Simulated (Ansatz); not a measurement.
Input, command and steps of an Ansatz relaxation.

```yaml
crystal:
  lattice:
    - [4.4507629894, 0.0, 0.0]
    - [0.0, 4.4507629894, 0.0]
    - [0.0, 0.0, 4.4507629894]
  atoms:
    - { symbol: Fe, position: [0.0, 0.0, 0.0], spin: 3.03 }
    - { symbol: Fe, position: [0.5, 0.5, 0.5], spin: 3.03 }
    - { symbol: Ni, position: [0.0, 0.5, 0.25], spin: 0.67 }
    - { symbol: Ni, position: [0.0, 0.5, 0.75], spin: 0.67 }
    - { symbol: Ni, position: [0.25, 0.0, 0.5], spin: 0.67 }
    - { symbol: Ni, position: [0.75, 0.0, 0.5], spin: 0.67 }
    - { symbol: Ni, position: [0.5, 0.75, 0.0], spin: 0.67 }
    - { symbol: Ni, position: [0.5, 0.25, 0.0], spin: 0.67 }
basis:
  ecutwfc: 420
kpoints:
  mp_grid: { grid: [4, 4, 4] }
hamiltonian:
  xc: pbe
scf:
  occupations: { method: gaussian, width: 0.1 }
  lower_state_search: "off"
output:
  forces: true
  stress: true
  eigenvalues: true
  populations: true
magnetization:
  spin_polarized: true
relax:
  adjacent_minimum: "off"
  f_tol: 0.04
  max_steps: 70
  cell: { stress_tol: 0.4 }
```

```bash
ansatz run input.yaml --threads 1 --pin off --max-ram 2560MiB --backend cpu --events-out ev --progress --plain --runs-dir out
```

Computed with DFT PBE, scalar-relativistic, plane waves, PAW (Ansatz 0.2.0).

Of 4 frames 4 are shown, positions in Å and forces in eV/Å; the SCF threshold varies from step to step. Steps run on the plane waves of an earlier cell, with a Pulay correction in the pressure. The basis is chosen afresh for the last frame, the zero of the energies, and at times for earlier ones too; energy and pressure step there, also at an unchanged geometry.

```xyz
8
Lattice="4.4508 0.0000 0.0000 0.0000 4.4508 0.0000 0.0000 0.0000 4.4508" Properties=species:S:1:pos:R:3:forces:R:3 pbc="T T T" step=1 free_energy_over_end_meV_per_atom=6.23 pressure_GPa=5.96
Fe    0.0000    0.0000    0.0000    0.0000    0.0000    0.0000
Fe    2.2254    2.2254    2.2254    0.0000    0.0000    0.0000
Ni    0.0000    2.2254    1.1127    0.0000    0.0000    0.0000
Ni    0.0000    2.2254    3.3381    0.0000    0.0000    0.0000
Ni    1.1127    0.0000    2.2254    0.0000    0.0000    0.0000
Ni    3.3381    0.0000    2.2254    0.0000    0.0000    0.0000
Ni    2.2254    3.3381    0.0000    0.0000    0.0000    0.0000
Ni    2.2254    1.1127    0.0000    0.0000    0.0000    0.0000
8
Lattice="4.4749 0.0000 0.0000 0.0000 4.4749 0.0000 0.0000 0.0000 4.4749" Properties=species:S:1:pos:R:3:forces:R:3 pbc="T T T" step=2 free_energy_over_end_meV_per_atom=1.46 pressure_GPa=2.73
Fe    0.0000    0.0000    0.0000    0.0000    0.0000    0.0000
Fe    2.2374    2.2374    2.2374    0.0000    0.0000    0.0000
Ni    0.0000    2.2374    1.1187    0.0000    0.0000    0.0000
Ni    0.0000    2.2374    3.3562    0.0000    0.0000    0.0000
Ni    1.1187    0.0000    2.2374    0.0000    0.0000    0.0000
Ni    3.3562    0.0000    2.2374    0.0000    0.0000    0.0000
Ni    2.2374    3.3562    0.0000    0.0000    0.0000    0.0000
Ni    2.2374    1.1187    0.0000    0.0000    0.0000    0.0000
8
Lattice="4.4957 0.0000 0.0000 0.0000 4.4957 0.0000 0.0000 0.0000 4.4957" Properties=species:S:1:pos:R:3:forces:R:3 pbc="T T T" step=3 free_energy_over_end_meV_per_atom=0.13 pressure_GPa=0.14
Fe    0.0000    0.0000    0.0000    0.0000    0.0000    0.0000
Fe    2.2478    2.2478    2.2478    0.0000    0.0000    0.0000
Ni    0.0000    2.2478    1.1239    0.0000    0.0000    0.0000
Ni    0.0000    2.2478    3.3718    0.0000    0.0000    0.0000
Ni    1.1239    0.0000    2.2478    0.0000    0.0000    0.0000
Ni    3.3718    0.0000    2.2478    0.0000    0.0000    0.0000
Ni    2.2478    3.3718    0.0000    0.0000    0.0000    0.0000
Ni    2.2478    1.1239    0.0000    0.0000    0.0000    0.0000
8
Lattice="4.4957 0.0000 0.0000 0.0000 4.4957 0.0000 0.0000 0.0000 4.4957" Properties=species:S:1:pos:R:3:forces:R:3 pbc="T T T" step=4 free_energy_over_end_meV_per_atom=0.00 pressure_GPa=0.14
Fe    0.0000    0.0000    0.0000    0.0000    0.0000    0.0000
Fe    2.2478    2.2478    2.2478    0.0000    0.0000    0.0000
Ni    0.0000    2.2478    1.1239    0.0000    0.0000    0.0000
Ni    0.0000    2.2478    3.3718    0.0000    0.0000    0.0000
Ni    1.1239    0.0000    2.2478    0.0000    0.0000    0.0000
Ni    3.3718    0.0000    2.2478    0.0000    0.0000    0.0000
Ni    2.2478    3.3718    0.0000    0.0000    0.0000    0.0000
Ni    2.2478    1.1239    0.0000    0.0000    0.0000    0.0000
```

The start puts this composition into another compound's structure type, which needn't suit it. At the end the space group is Pm-3n (tolerance 0.05 Å).

The run took 57 s on 1 thread of Arm Neoverse V1, with other jobs on the host, peak memory 0.48 GiB.

The k mesh is coarse. Only parallel moments were tried here.